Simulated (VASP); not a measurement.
# SnSe2 (P-3m1) in VASP: further runs

The runs below take SnSe2 through band structure, with PBE+D3(BJ).

All numbers are computed with VASP 6.6.1; they aren't measurements. Logs are shortened: lines on timing, memory, paths and dates and some standing lists are left out, and cuts for length are marked.

**1. The structure**

Symmetry: P-3m1, No. 164, trigonal system. The conventional cell has a = 3.841 Å, b = 3.841 Å, c = 6.007 Å, α = 90.00°, β = 90.00°, γ = 120.00°. Sn (site symmetry -3m) is surrounded by 6 Se at 2.73 Å. Around Se (site symmetry 3m) lie 3 Sn at 2.73 Å.

**2. Band structure, PBE+D3(BJ)**

File INCAR:

```
PREC = Accurate
ENCUT = 520
EDIFF = 1E-7
ISMEAR = 0
SIGMA = 0.03
LREAL = False
LASPH = True
NELM = 80
ALGO = Normal
ISIF = 2
LWAVE = False
LCHARG = False
GGA = PE
IVDW = 12
NBANDS = 20
ICORELEVEL = 1
```

File KPOINTS:

```
regular mesh
0
Gamma
  9 9 5
```

File POSCAR:

```
SnSe2                                   
1.0
    3.8408445548      0.0000000000      0.0000000000
   -1.9204222774      3.3262689525      0.0000000000
    0.0000000000      0.0000000000      6.0073285921
  Sn              Se            
     1     2
Direct
     1.0000000000000000    0.0000000000000000    0.0000000000000000
     0.3333333300000021    0.6666666699999979    0.2655066006943324
     0.6666666699999979    0.3333333300000021    0.7344933993056676
```

File KPOINTS_OPT:

```
explicit points
186
Reciprocal
 0.0000000000  0.0000000000  0.0000000000 1
 0.0263157895  0.0000000000  0.0000000000 1
 0.0526315789  0.0000000000  0.0000000000 1
 0.0789473684  0.0000000000  0.0000000000 1
 0.1052631579  0.0000000000  0.0000000000 1
 0.1315789474  0.0000000000  0.0000000000 1
[... 178 lines left out ...]
 0.5000000000  0.0000000000  0.5000000000 1
 0.5000000000  0.0000000000  0.0000000000 1
```

Potentials or basis: VASP PAW PBE potentials, release 64 (Sn_d, Se).

Command:

```sh
$ cat potpaw_PBE.64/Sn_d/POTCAR potpaw_PBE.64/Se/POTCAR > POTCAR
$ mpirun -np 1 vasp_std > vasp.out
```

OUTCAR:

```text
PREC = Accurate
   ENCUT = 520
   EDIFF = 1E-7
   ISMEAR = 0
   LREAL = False
   LASPH = True
   NELM = 80
   ISIF = 2
   GGA = PE
   IVDW = 12
 IVDW          = 12

 ion  position               nearest neighbor table
   1  0.000  0.000  0.000-   2 2.73   3 2.73   2 2.73   3 2.73   3 2.73   2 2.73
   2  0.333  0.667  0.266-   1 2.73   1 2.73   1 2.73
   3  0.667  0.333  0.734-   1 2.73   1 2.73   1 2.73

  LATTYP: Found a hexagonal cell.
 ALAT       =     3.8408445548
 C/A-ratio  =     1.5640644932

  Lattice vectors:

 A1 = (   3.8408445548,   0.0000000000,   0.0000000000)
 A2 = (  -1.9204222774,   3.3262689525,   0.0000000000)
 A3 = (   0.0000000000,   0.0000000000,   6.0073285921)

Analysis of symmetry for initial positions (statically):
=====================================================================
 Subroutine PRICEL returns:
 Original cell was already a primitive cell.

 Routine SETGRP: Setting up the symmetry group for a
 hexagonal supercell.

 Subroutine GETGRP returns: Found 12 space group operations
 (whereof 12 operations were pure point group operations)
 out of a pool of 24 trial point group operations.

The static configuration has the point symmetry D_3d.

Analysis of symmetry for dynamics (positions and initial velocities):
=====================================================================
 Subroutine PRICEL returns:
 Original cell was already a primitive cell.

 Routine SETGRP: Setting up the symmetry group for a
 hexagonal supercell.

 Subroutine GETGRP returns: Found 12 space group operations
 (whereof 12 operations were pure point group operations)
 out of a pool of 24 trial point group operations.

The dynamic configuration has the point symmetry D_3d.

 Subroutine INISYM returns: Found 12 space group operations
 (whereof 12 operations are pure point group operations),
 and found     1 'primitive' translations

----------------------------------------------------------------------------------------

                                     Primitive cell

  volume of cell :      76.7477

  direct lattice vectors                    reciprocal lattice vectors
     3.840844555  0.000000000  0.000000000     0.260359404  0.150318572  0.000000000
    -1.920422277  3.326268952  0.000000000     0.000000000  0.300637145  0.000000000
     0.000000000  0.000000000  6.007328592     0.000000000  0.000000000  0.166463343

  length of vectors
     3.840844555  3.840844551  6.007328592     0.300637144  0.300637145  0.166463343

  position of ions in fractional coordinates (direct lattice)
     0.000000000  0.000000000  0.000000000
     0.333333330  0.666666670  0.265506601
     0.666666670  0.333333330  0.734493399

  ion indices of the primitive-cell ions
   primitive index   ion index
                 1           1
                 2           2
                 3           3

----------------------------------------------------------------------------------------

 KPOINTS: regular mesh

Automatic generation of k-mesh.
 Grid dimensions read from file:
 generate k-points for:    9    9    5

 Generating k-lattice:

  Cartesian coordinates                     Fractional coordinates (reciprocal lattice)
     0.028928823  0.016702064  0.000000000     0.111111111  0.000000000  0.000000000
     0.000000000  0.033404127  0.000000000     0.000000000  0.111111111  0.000000000
     0.000000000  0.000000000  0.033292669     0.000000000  0.000000000  0.200000000

  Length of vectors
     0.033404127  0.033404127  0.033292669

  Shift w.r.t. Gamma in fractional coordinates (k-lattice)
     0.000000000  0.000000000  0.000000000

 Subroutine IBZKPT returns following result:
 ===========================================

 Found     50 irreducible k-points:

 Following reciprocal coordinates:
            Coordinates               Weight
  0.000000  0.000000  0.000000      1.000000
  0.111111 -0.000000  0.000000      6.000000
  0.222222 -0.000000  0.000000      6.000000
  0.333333 -0.000000  0.000000      6.000000
  0.444444 -0.000000  0.000000      6.000000
  0.111111  0.111111  0.000000      6.000000
[... 16 lines left out ...]
  0.222222  0.111111  0.200000     12.000000
 -0.111111  0.333333  0.200000     12.000000
 [... further k-points ...]
   k-points           NKPTS =     50   k-points in BZ     NKDIM =     50   number of bands    NBANDS=     20
   number of dos      NEDOS =    301   number of ions     NIONS =      3
   total plane-waves  NPLWV =  43200
   dimension x,y,z NGX =    30 NGY =   30 NGZ =   48
   dimension x,y,z NGXF=    60 NGYF=   60 NGZF=   96
   ions per type =               1   2
   NGX,Y,Z   is equivalent  to a cutoff of  12.99, 12.99, 13.28 a.u.
   NGXF,Y,Z  is equivalent  to a cutoff of  25.97, 25.97, 26.57 a.u.
 SYSTEM =  unknown system
   PREC   = accura    normal or accurate (medium, high low for compatibility)
   ISTART =      0    job   : 0-new  1-cont  2-samecut
   ICHARG =      2    charge: 1-file 2-atom 10-const
   ISPIN  =      1    spin polarized calculation?
   LNONCOLLINEAR =      F non collinear calculations
   LSORBIT =      F    spin-orbit coupling
   LASPH  =      T    aspherical Exc in radial PAW
   ENCUT  =  520.0 eV  38.22 Ry    6.18 a.u.   7.14  7.14 11.17*2*pi/ulx,y,z
   NELM   =     80;   NELMIN=  2; NELMDL= -5     # of ELM steps
   EDIFF  = 0.1E-06   stopping-criterion for ELM
   LREAL  =      F    real-space projection
   EDIFFG = 0.1E-05   stopping-criterion for IOM
   NSW    =      0    number of steps for IOM
   IBRION =     -1    ionic relax: 0-MD 1-quasi-New 2-CG
   NFREE  =      0    steps in history (QN), initial steepest desc. (CG)
   ISIF   =      2    stress and relaxation
   ISYM   =      2    0-nonsym 1-usesym 2-fastsym
   POTIM  = 0.5000    time-step for ionic-motion
   TEBEG  =    0.0;   TEEND  =   0.0 temperature during run
   PSTRESS=    0.0 pullay stress
   NELECT =      26.0000    total number of electrons
   NUPDOWN=      -1.0000    fix difference up-down
   EMIN   =  10.00;   EMAX   =-10.00  energy-range for DOS
   EFERMI =   0.00;   METHOD = LEGACY
   ISMEAR =     0;   SIGMA  =   0.03  broadening in eV -4-tet -1-fermi 0-gaus
   EFERMI_NEDOS =   21; number of points for ismear=-14 and -15
   IALGO  =     38    algorithm
   IMIX   =      4    mixing-type and parameters
     AMIX     =   0.40;   BMIX     =  1.00
     AMIX_MAG =   1.60;   BMIX_MAG =  1.00
  volume/ion in A,a.u.               =      25.58       172.64
  Fermi-wavevector in a.u.,A,eV,Ry     =   1.141241  2.156633 17.720657  1.302432
  Thomas-Fermi vector in A             =   2.277942
   LORBIT       =      0    0 simple, 1 ext, 2 COOP (PROOUT), +10 PAW based schemes
   GGA     = PE    functional components
   LHFCALC =     F    Hartree Fock is set to
   AEXX    =    0.0000 exact exchange contribution
   IVDW    =    12    specifies the selected vdW correction
   LEPSILON=     F    determine dielectric tensor
   LRPA    =     F    only Hartree local field effects (RPA)
 non-spin polarized calculation
 Gauss-broadening in eV      SIGMA  =   0.03
  energy-cutoff  :      520.00
  volume of cell :       76.75
 maximum number of plane-waves:      2091
 NGX is ok and might be reduce to    30
   NGX = 15   NGY = 15   NGZ = 23

 number of electron      26.0000002 magnetization

 Free energy of the ion-electron system (eV)
  ---------------------------------------------------
  ext. energy  EPLUGINS =         0.00000000
  ---------------------------------------------------
  free energy    TOTEN  =       -11.80611319 eV

  energy without entropy =      -11.80611319  energy(sigma->0) =      -11.80611319

 the core state eigenenergies are
   1-  1s -28998.2592  2s  -4369.7047  2p  -3921.3264  3s   -835.9759  3p   -689.5232
       3d   -464.2292  4s   -124.9549  4p    -80.7402
   2-  1s -12492.6118  2s  -1596.1253  2p  -1402.4744  3s   -202.8046  3p   -142.2759
       3d    -42.4620
   3-  1s -12492.6118  2s  -1596.1253  2p  -1402.4744  3s   -202.8046  3p   -142.2759
       3d    -42.4620

 E-fermi :   4.5644     XC(G=0):  -9.5634

 val. band max:        4.4086947688   @ k =   0.1111  -0.0000   0.0000
 cond. band min:       4.8431687054   @ k =   0.0000   0.4444   0.4000
 fundamental gap:      0.4344739366
 Fermi energy:         4.5643817421

 k-point     1 :       0.0000    0.0000    0.0000
  band No.  band energies     occupation
      1     -16.9755      2.00000
      2     -16.9755      2.00000
      3     -16.9417      2.00000
      4     -16.9305      2.00000
      5     -16.9305      2.00000
      6      -9.5091      2.00000
[... 12 lines left out ...]
     19      13.3026      0.00000
     20      13.3026      0.00000

 k-point     2 :       0.1111   -0.0000    0.0000
  band No.  band energies     occupation
      1     -16.9800      2.00000
      2     -16.9712      2.00000
      3     -16.9387      2.00000
      4     -16.9332      2.00000
      5     -16.9301      2.00000
      6      -9.3920      2.00000
[... 12 lines left out ...]
     19      12.5800      0.00000
     20      13.3764      0.00000

 k-point     3 :       0.2222   -0.0000    0.0000
  band No.  band energies     occupation
      1     -16.9932      2.00000
      2     -16.9623      2.00000
      3     -16.9411      2.00000
      4     -16.9285      2.00000
      5     -16.9274      2.00000
      6      -9.0560      2.00000
[... 12 lines left out ...]
     19      12.3239      0.00000
     20      13.6952      0.00000

 k-point     4 :       0.3333   -0.0000    0.0000
  band No.  band energies     occupation
      1     -17.0097      2.00000
      2     -16.9564      2.00000
      3     -16.9476      2.00000
      4     -16.9199      2.00000
      5     -16.9178      2.00000
      6      -8.5600      2.00000
[... 153 lines left out ...]
 k-point    11 :       0.3333    0.2222    0.0000
  band No.  band energies     occupation
      1     -17.0042      2.00000
      2     -16.9724      2.00000
      3     -16.9404      2.00000
      4     -16.9232      2.00000
      5     -16.9109      2.00000
      6      -7.8466      2.00000
[... 12 lines left out ...]
     19      12.6320      0.00000
     20      14.2727      0.00000

 k-point    12 :       0.3333    0.3333    0.0000
  band No.  band energies     occupation
      1     -16.9890      2.00000
      2     -16.9890      2.00000
      3     -16.9301      2.00000
      4     -16.9301      2.00000
      5     -16.9129      2.00000
      6      -7.5415      2.00000
[... 12 lines left out ...]
     19      12.7846      0.00000
     20      12.7846      0.00000

 k-point    13 :       0.0000    0.0000    0.2000
  band No.  band energies     occupation
      1     -16.9755      2.00000
      2     -16.9755      2.00000
      3     -16.9416      2.00000
      4     -16.9305      2.00000
      5     -16.9305      2.00000
      6      -9.4277      2.00000
      7      -7.9748      2.00000

------------------------ aborting loop because EDIFF is reached ----------------------------------------

 Edisp (eV)   -1.09157

 E8    (eV) :    -0.4778

  FORCE on cell =-STRESS in cart. coord.  units (eV):
  Direction    XX          YY          ZZ          XY          YZ          ZX
  --------------------------------------------------------------------------------------
  -------------------------------------------------------------------------------------
  Total      -0.00095    -0.00095    -0.01757     0.00000     0.00000     0.00000
  in kB      -0.01990    -0.01990    -0.36688     0.00000     0.00000     0.00000
  external pressure =       -0.14 kB  Pullay stress =        0.00 kB

 VOLUME and BASIS-vectors are now :
 -----------------------------------------------------------------------------
  energy-cutoff  :      520.00
  volume of cell :       76.75
      direct lattice vectors                 reciprocal lattice vectors
     3.840844555  0.000000000  0.000000000     0.260359404  0.150318572  0.000000000
    -1.920422277  3.326268952  0.000000000     0.000000000  0.300637145  0.000000000
     0.000000000  0.000000000  6.007328592     0.000000000  0.000000000  0.166463343

 POSITION                                       TOTAL-FORCE (eV/Angst)
 -----------------------------------------------------------------------------------
      0.00000      0.00000      0.00000         0.000000      0.000000     -0.000000
     -0.00000      2.21751      1.59499         0.000000      0.000000     -0.004233
      1.92042      1.10876      4.41234        -0.000000      0.000000      0.004233
 -----------------------------------------------------------------------------------
    total drift:                                0.000000      0.000000     -0.000000

  FREE ENERGIE OF THE ION-ELECTRON SYSTEM (eV)
  ---------------------------------------------------
  free  energy   TOTEN  =       -12.8976864642 eV

  energy  without entropy=      -12.8976864642  energy(sigma->0) =      -12.89768646
```

Run time: 2.3 min. Hardware: 1 thread of Intel Xeon Platinum 8488C (Sapphire Rapids), shared host; peak memory 0.28 GiB.

Results:

- Free energy: -12.8977 eV
- Pressure: 0.0 GPa
- Largest force: 0.004 eV/Å
- Band gap on the k mesh: 0.43 eV, indirect (least direct gap 0.81 eV)
- Band gap along the path: 0.42 eV, indirect (least direct gap 0.81 eV)
- Dispersion energy per atom: -0.364 eV

Forces on the atoms (eV/Å):
```
Sn   0.000  0.000  0.000
Se   0.000  0.000 -0.004
Se   0.000  0.000  0.004
```

Levels at the corners of the path, in eV from the valence-band top:
```tsv
point	band 9	band 10	band 11	band 12	band 13	band 14	band 15	band 16	band 17	band 18
Γ	-0.75	-0.75	-0.58	-0.58	-0.14	0.66	2.89	4.45	4.45	8.05
M	-4.38	-3.27	-2.69	-1.71	-0.41	1.08	3.47	4.85	4.97	6.79
M	-4.38	-3.27	-2.69	-1.71	-0.41	1.08	3.47	4.85	4.97	6.79
K	-3.60	-3.60	-3.32	-2.00	-2.00	0.72	6.18	6.18	6.81	7.32
K	-3.60	-3.60	-3.32	-2.00	-2.00	0.72	6.18	6.18	6.81	7.32
Γ	-0.75	-0.75	-0.58	-0.58	-0.14	0.66	2.89	4.45	4.45	8.05
Γ	-0.75	-0.75	-0.58	-0.58	-0.14	0.66	2.89	4.45	4.45	8.05
A	-2.48	-0.92	-0.92	-0.32	-0.32	2.36	2.74	4.06	4.06	7.32
A	-2.48	-0.92	-0.92	-0.32	-0.32	2.36	2.74	4.06	4.06	7.32
L	-5.04	-2.40	-2.08	-1.13	-1.02	0.58	3.86	4.49	5.71	5.93
L	-5.04	-2.40	-2.08	-1.13	-1.02	0.58	3.86	4.49	5.71	5.93
H	-4.35	-4.35	-3.88	-0.44	-0.44	2.17	4.15	4.15	5.63	8.09
H	-4.35	-4.35	-3.88	-0.44	-0.44	2.17	4.15	4.15	5.63	8.09
A	-2.48	-0.92	-0.92	-0.32	-0.32	2.36	2.74	4.06	4.06	7.32
L	-5.04	-2.40	-2.08	-1.13	-1.02	0.58	3.86	4.49	5.71	5.93
M	-4.38	-3.27	-2.69	-1.71	-0.41	1.08	3.47	4.85	4.97	6.79
K	-3.60	-3.60	-3.32	-2.00	-2.00	0.72	6.18	6.18	6.81	7.32
H	-4.35	-4.35	-3.88	-0.44	-0.44	2.17	4.15	4.15	5.63	8.09
```

Core levels (eV, on the scale of the bands):
| atom | levels |
| --- | --- |
| 1 Sn | 1s -28998.3, 2s -4369.7, 2p -3921.3, 3s -836.0, 3p -689.5, 3d -464.2, 4s -125.0, 4p -80.7 |
| 2 Se | 1s -12492.6, 2s -1596.1, 2p -1402.5, 3s -202.8, 3p -142.3, 3d -42.5 |
| 3 Se | 1s -12492.6, 2s -1596.1, 2p -1402.5, 3s -202.8, 3p -142.3, 3d -42.5 |

Caveat: spin-orbit coupling is left out, which moves the levels of the heavy elements.

**3. Band structure, PBE+D3(BJ), spin-orbit coupling, no magnetisation**

INCAR: that of step 2 with these lines changed.

```diff
@@ -12,5 +12,8 @@
 LCHARG = False
+MAGMOM = 0 0 0 0 0 0 0 0 0
+LORBIT = 11
+LSORBIT = True
+GGA_COMPAT = False
 GGA = PE
 IVDW = 12
-NBANDS = 20
-ICORELEVEL = 1
+NBANDS = 41
```

File KPOINTS:

```
regular mesh
0
Gamma
  6 6 4
```

POSCAR is that of step 2.

KPOINTS_OPT is that of step 2.

Potentials or basis: VASP PAW PBE potentials, release 64 (Sn_d, Se).

Command:

```sh
$ cat potpaw_PBE.64/Sn_d/POTCAR potpaw_PBE.64/Se/POTCAR > POTCAR
$ mpirun -np 1 vasp_ncl > vasp.out
```

Wall time 11 min (1 thread of Intel Xeon Platinum 8488C (Sapphire Rapids), shared host); peak memory 0.45 GiB.

Results (log left out):

```
Free energy                                           : -12.9781 eV
Pressure                                              : 0.1 GPa
Largest force                                         : 0.008 eV/Å
Valence electrons inside the program's atomic spheres : Sn 12.16; Se 3.81
Dispersion energy per atom                            : -0.364 eV
```

Forces on the atoms (eV/Å):
```
Sn   0.000  0.000  0.000
Se   0.000  0.000 -0.008
Se   0.000  0.000  0.008
```

Stress tensor (GPa, compression positive):
```
 0.14  0.00  0.00
 0.00  0.14  0.00
 0.00  0.00 -0.04
```
